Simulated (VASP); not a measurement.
AlN:

```xyz
4
Lattice="3.3121 0.0000 0.0000 -1.6561 2.8684 0.0000 0.0000 0.0000 4.1876" Properties=species:S:1:pos:R:3 pbc="T T T"
Al    0.0000    1.9123    3.1407
Al    1.6561    0.9561    1.0469
N     0.0000    1.9123    1.0469
N     1.6561    0.9561    3.1407
```

Measurements of this composition are mostly on another form, of space group No. 186.

```yaml
Program: VASP 6.6.1
Task: relaxation of cell and atoms
Functional: PBEsol
Potentials_or_basis: VASP PAW PBE potentials, release 64 (Al, N)
Cutoff: 600 eV
k_mesh: 3 × 3 × 2
Occupations: gaussian, width 0.02 eV
Spin: no spin polarisation
```

At the start: pressure -3.8 GPa; volume 9.95 Å³/atom.

Problem. Where does the relaxation end?

Solution. Over 8 steps the energy falls by 3.8 meV/atom and the volume is 9.75 Å³/atom (-2.0 %); space group P6_3/mmc (No. 194, to 0.05 Å).

Step by step:
| step | energy change (eV) | largest force (eV/Å) | pressure (GPa) | volume (Å³) |
| --- | --- | --- | --- | --- |
| 1 | 0.0000 | 0.0000 | -3.77 | 39.78 |
| 2 | -0.0077 | 0.0000 | 3.36 | 38.45 |
| 3 | -0.0120 | 0.0000 | 0.60 | 38.94 |
| 4 | -0.0150 | 0.0000 | 0.28 | 38.96 |
| 5 | -0.0154 | 0.0000 | 0.16 | 38.97 |
| 6 | -0.0154 | 0.0000 | 0.17 | 38.97 |
| 7 | -0.0154 | 0.0000 | -0.15 | 39.03 |
| 8 | -0.0154 | 0.0000 | 0.01 | 39.00 |

Final structure:
```xyz
4
Lattice="3.3119 0.0000 0.0000 -1.6559 2.8682 0.0000 0.0000 0.0000 4.1055" Properties=species:S:1:pos:R:3 pbc="T T T"
Al    0.0000    1.9121    3.0791
Al    1.6559    0.9561    1.0264
N     0.0000    1.9121    1.0264
N     1.6559    0.9561    3.0791
```

Caveat: the k mesh is coarse (spacing up to 0.75 Å⁻¹), so the values aren't converged; the PAW data sets were made with another functional, which shifts forces and pressure a little.
